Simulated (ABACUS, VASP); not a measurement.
This is a calculation of MnS for VASP 6.6.1. Atoms were shifted at random by some hundredths of an Å from the given cell, which wasn't relaxed again for these runs. 

INCAR

```
SYSTEM = MnS
PREC     = Accurate       ! precision mode
ENCUT    = 520            ! plane-wave cutoff, eV
EDIFF    = 1E-7           ! SCF threshold, eV
ISMEAR   = -1             ! smearing method
SIGMA    = 0.05           ! smearing width, eV
LREAL    = .False.        ! projectors in reciprocal space
LASPH    = .True.         ! aspherical terms in the spheres
NELM     = 150            ! most SCF steps
ALGO     = Normal         ! electronic algorithm
ISIF     = 2              ! what is computed and relaxed
LWAVE    = .False.        ! write WAVECAR
LCHARG   = .True.         ! write CHGCAR
ISPIN    = 2              ! spin polarisation
MAGMOM   = 4 0            ! initial moments
LORBIT   = 11             ! projections on sites
LMAXMIX  = 4              ! l up to which the mixer works
GGA      = PE             ! functional
LELF     = .True.         ! ELF
LVHAR    = .True.       
NBANDS   = 20             ! bands
```

Contents of KPOINTS:

```
regular mesh
0
Gamma
  9 9 9
  0 0 0
```

POSCAR

```
MnS
1.0
    0.0000000000      2.6045000000      2.6045000000
    2.6045000000      0.0000000000      2.6045000000
    2.6045000000      2.6045000000      0.0000000000
Mn S
1 1
Direct
    0.0036870000      0.0020330000     -0.0113660000
    0.5063840000      0.5112610000      0.4877610000
```

Potentials or basis: VASP PAW PBE potentials, release 64 (Mn_pv, S).

Launch:

```sh
$ cat potpaw_PBE.64/Mn_pv/POTCAR potpaw_PBE.64/S/POTCAR > POTCAR
$ mpirun -np 1 vasp_std > vasp.out
```

Question: Translate it to ABACUS 3.10.1. Potentials or basis there: PseudoDojo NC SR 0.4.1 PBE standard, plane waves, cutoff 1320 eV.

Answer: As run (cutoffs and basis follow the program's own potentials, and thresholds, step limits or extra output files can differ):

The input INPUT:

```
INPUT_PARAMETERS
suffix              MnS
calculation         scf
basis_type          pw
pseudo_dir          ./
symmetry            1
dft_functional      pbe
ecutwfc             97
pseudo_rcut         10
nspin               2
nbands              17
ks_solver           dav
smearing_method     fd
smearing_sigma      0.00367493
scf_thr             1e-08
scf_nmax            100
mixing_type         broyden
mixing_beta         0.4
cal_force           1
cal_stress          1
kpar                4
```

File STRU:

```
ATOMIC_SPECIES
Mn 54.9380 Mn.upf
S 32.0600 S.upf

LATTICE_CONSTANT
1.8897261246

LATTICE_VECTORS
0.0000000000 2.6045000000 2.6045000000
2.6045000000 0.0000000000 2.6045000000
2.6045000000 2.6045000000 0.0000000000

ATOMIC_POSITIONS
Direct

Mn
0.0
1
0.0036870000 0.0020330000 -0.0113660000 1 1 1 mag 4

S
0.0
1
0.5063840000 0.5112610000 0.4877610000 1 1 1 mag 0
```

KPT

```
K_POINTS
0
Gamma
9 9 9 0 0 0
```

Potentials or basis: PseudoDojo NC SR 0.4.1 PBE standard, plane waves.

The run is started by

```bash
$ OMP_NUM_THREADS=1 mpirun -np 4 abacus > log
```

Both were run:

|  | VASP | ABACUS |
| --- | --- | --- |
| Pressure | -2.8 GPa | -2.0 GPa |
| Largest force | 0.095 eV/Å | 0.096 eV/Å |
| Net moment | 4.71 μB per cell | 4.77 μB per cell |

The potentials hold 19 and 21 valence electrons a cell.

The magnetic state is the one that the start led to; the real crystal's order can differ.

Pressure is positive in compression.
